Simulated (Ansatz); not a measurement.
# BN: the cost of one run

Program: Ansatz 0.2.0. Level of theory: DFT PBE+D3(BJ), scalar-relativistic, plane waves, PAW. These are calculated values, not measurements.

The COD entry's cell or inner coordinates are ideal or old and differ from later refinements, so a difference from it is no clean test against experiment.

1 further run of the same task is left out (set aside as unsound or not needed).

## (1) The starting structure

It takes space group P6_3/mmc (No. 194, hexagonal). The conventional cell has a = 2.506 Å, b = 2.506 Å, c = 6.614 Å, α = 90.00°, β = 90.00°, γ = 120.00°. B (site symmetry -6m2) has 3 N at 1.45 Å as nearest neighbours. N (site symmetry -6m2) has 3 B at 1.45 Å as nearest neighbours.

Structure file:

```cif
data_structure
_symmetry_space_group_name_H-M 'P 1'
_symmetry_Int_Tables_number 1
_cell_length_a 2.5064
_cell_length_b 2.5064
_cell_length_c 6.6141
_cell_angle_alpha 90.000
_cell_angle_beta 90.000
_cell_angle_gamma 120.000
_cell_volume 35.98
loop_
_atom_site_label
_atom_site_type_symbol
_atom_site_fract_x
_atom_site_fract_y
_atom_site_fract_z
_atom_site_occupancy
B1 B 0.33333 0.66667 0.25000 1
B2 B 0.66667 0.33333 0.75000 1
N1 N 0.33333 0.66667 0.75000 1
N2 N 0.66667 0.33333 0.25000 1
```

It is the result of an earlier relaxation at this level (volume 9.00 Å³/atom; gap on the mesh: 4.27 eV).

## (2) A stricter relaxation

Response functions are second derivatives at a minimum, so forces and stress are first brought close to zero on the mesh and occupations that the response runs use.

Contents of input.yaml:

```yaml
crystal:
  lattice:
    - [2.5064254127, 0.0, 0.0]
    - [-1.2532127064, 2.1706280801, 0.0]
    - [0.0, 0.0, 6.6141238871]
  atoms:
    - { symbol: B, position: [0.3333333333, 0.6666666667, 0.25] }
    - { symbol: B, position: [0.6666666667, 0.3333333333, 0.75] }
    - { symbol: "N", position: [0.3333333333, 0.6666666667, 0.75] }
    - { symbol: "N", position: [0.6666666667, 0.3333333333, 0.25] }
basis:
  ecutwfc: 420
kpoints:
  mp_grid: { grid: [12, 12, 4] }
hamiltonian:
  xc: pbe
  dispersion: d3bj
scf:
  occupations: { method: fixed }
output:
  forces: true
  stress: true
  eigenvalues: true
relax:
  adjacent_minimum: "off"
  f_tol: 0.001
  max_steps: 60
  cell: { stress_tol: 0.01 }
```

Run with:

```bash
> ansatz run input.yaml --threads 1 --pin off --max-ram 2560MiB --backend cpu --events-out ev --progress --plain --runs-dir out
```

What time and memory should one allow on 1 thread of Arm Neoverse N1, shared host?

About 5.5 s, with a peak of 0.3 GiB.
